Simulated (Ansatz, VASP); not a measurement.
**Al in VASP and in Ansatz**

```
CELL_PARAMETERS angstrom
2.82652 0.00000 0.00000
-1.41326 2.42348 0.00000
0.00000 0.00000 4.86685
ATOMIC_POSITIONS crystal
Al 0.66667 0.33333 0.75000
Al 0.33333 0.66667 0.25000
```

Change from the starting cell: strain +0.0050 x Voigt [1, -1, 0, 0, 0, 0], atoms carried along.

Alike in both runs: task single point; functional PBE; dispersion D3(BJ); k mesh 18 × 18 × 10; occupations gaussian, width 0.15 eV; no spin polarisation.

|  | VASP | Ansatz |
| --- | --- | --- |
| version | VASP 6.6.1 | Ansatz 0.2.0 |
| potentials or method | VASP PAW PBE potentials, release 64 (Al) | scalar-relativistic, plane waves, PAW |
| plane-wave cutoff (eV) | 520 | 420 |
| valence electrons in the cell | 6 | 6 |

Ansatz gave:

| Item | Value |
| --- | --- |
| gap on the k mesh at the Fermi level (eV) | none |
| pressure (GPa) | -3.2 |
| largest component of the traceless stress (GPa) | 1.40 |

Task: What did VASP give for the same quantities?

Result: gap on the k mesh at the Fermi level (eV): none; pressure (GPa): -3.2; largest component of the traceless stress (GPa): 1.39.

A gap of «none» marks a metal or a gap that the smearing closes.

Caveats: pairwise dispersion overbinds metals, which lowers pressure and volume.
